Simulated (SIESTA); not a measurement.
Runs of SIESTA 5.4.2 on BAs. It takes space group F-43m (No. 216, cubic). The conventional cell has a = 4.777 Å, b = 4.777 Å, c = 4.777 Å, α = 90.00°, β = 90.00°, γ = 90.00°. As (site symmetry -43m) has 4 B at 2.07 Å as nearest neighbours. B (site symmetry -43m) is surrounded by 4 As at 2.07 Å. 

| task | potentials or basis | spin | cell | k mesh | displacement | grid cutoff | energy shift | gap on the mesh (eV) | pressure (GPa) | moment (μB) |
| --- | --- | --- | --- | --- | --- | --- | --- | --- | --- | --- |
| band structure | SG15 1.2 (PBE files) or PseudoDojo by element, DZP (energy shift 0.003 Ry; two zetas on semicore shells) | off | as given | 10 × 10 × 10 | - | 500 Ry | 0.003 Ry | 1.22 | (a) | - |
| band structure | PseudoDojo 0.4 standard (PBE files), TZP (energy shift 0.01 Ry) | off | as given | 10 × 10 × 10 | - | 500 Ry | 0.01 Ry | 1.41 | 4.2 | - |
| band structure | PseudoDojo 0.4 standard (PBE files, fully relativistic), TZP (energy shift 0.003 Ry; two zetas on semicore shells) | non-collinear, zero start, SOC | as given | 8 × 8 × 8 | - | 500 Ry | 0.003 Ry | 1.28 | 4.8 | 0.00 |
| band structure | PseudoDojo 0.4 standard (PBE files, fully relativistic), DZP (energy shift 0.003 Ry; two zetas on semicore shells) | non-collinear, zero start, SOC | as given | 8 × 8 × 8 | - | 500 Ry | 0.003 Ry | 1.28 | 4.8 | 0.00 |

Alike in all rows: level PBE; smearing fermi-dirac 0.05 eV.

Task: Fill in the values left out.

Result: (a) 5.2.

Caveats: the basis of atomic orbitals isn't converged, which shifts pressures, moduli and gaps; semicore shells carry a single zeta, which can move pressures by several GPa and volumes by a few percent (some runs).

A k mesh can miss the band edges, and rows without SOC leave out spin-orbit coupling on As.

The runs don't all hold the same shells in valence.
